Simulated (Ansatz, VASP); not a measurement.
**Two plane-wave programs on GaP**

```
Ga P
1.0
     0.00000    2.91892    2.69397
     2.69397    0.00000    2.69397
     2.69397    2.91892    0.00000
Ga P
1 1
Cartesian
  0.0000 0.0000 0.0000
  4.0410 4.3784 4.0410
```

Alike in both runs: task single point; functional PBEsol; k mesh 10 × 10 × 10; occupations gaussian, width 0.05 eV; no spin polarisation.

```csv
,VASP,Ansatz
version,VASP 6.6.1,Ansatz 0.2.0
potentials or method,"VASP PAW PBE potentials, release 64 (Ga_d, P)","scalar-relativistic, plane waves, PAW"
plane-wave cutoff (eV),520,420
valence electrons in the cell,18,18
```

```tsv
	VASP	Ansatz	Ansatz less VASP
gap on the k mesh at the Fermi level (eV)	1.16	1.15	-0.002
least direct gap on the mesh (eV)	1.16	1.15	-0.005
pressure (GPa)	-4.1	-4.0	+0.05
largest component of the traceless stress (GPa)	4.47	4.46	-0.010
```

Ansatz warned: «pseudo_functional_mismatch».

Caveats: the PAW data sets were made with another functional, which shifts forces and pressure a little (VASP). A k mesh can miss the band edges.
